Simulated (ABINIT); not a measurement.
Sb, 4 atoms in the cell. It takes space group P2_1/m (No. 11, monoclinic). The conventional cell has a = 4.528 Å, b = 4.421 Å, c = 6.500 Å, α = 90.00°, β = 101.72°, γ = 90.00°. Sb (site symmetry m) has 3 Sb at 2.92 to 2.98 Å as nearest neighbours. Sb (site symmetry m) is surrounded by 3 Sb at 2.92 to 2.98 Å. This isn't the form of Sb at room conditions, which is rhombohedral.

```yaml
Program: ABINIT 10.8.3 (patched build)
Task: single point
Functional: PBEsol
Potentials_or_basis: JTH PAW PBE v2.0
Cutoff: 435 eV
k_mesh: 6 × 6 × 4
Occupations: fermi-dirac, width 0.05 eV
Spin: no spin polarisation
Fine-grid_cutoff: 870.764 eV
```

Potentials or basis: JTH PAW PBE v2.0.

Launch:

```console
$ mpirun --bind-to none -np 4 abinit run.abi > log 2>&1
```

Hardware: 4 MPI ranks on Arm Neoverse V1, on a shared host.

Problem. How long does it take, and how much memory?

Solution. Run time: 65 s on 4 MPI ranks on Arm Neoverse V1 (shared host), peak memory 0.48 GiB a rank. Counts: scf iterations 14, mpi ranks 4, k points 56, bands 36, plane waves 2647.
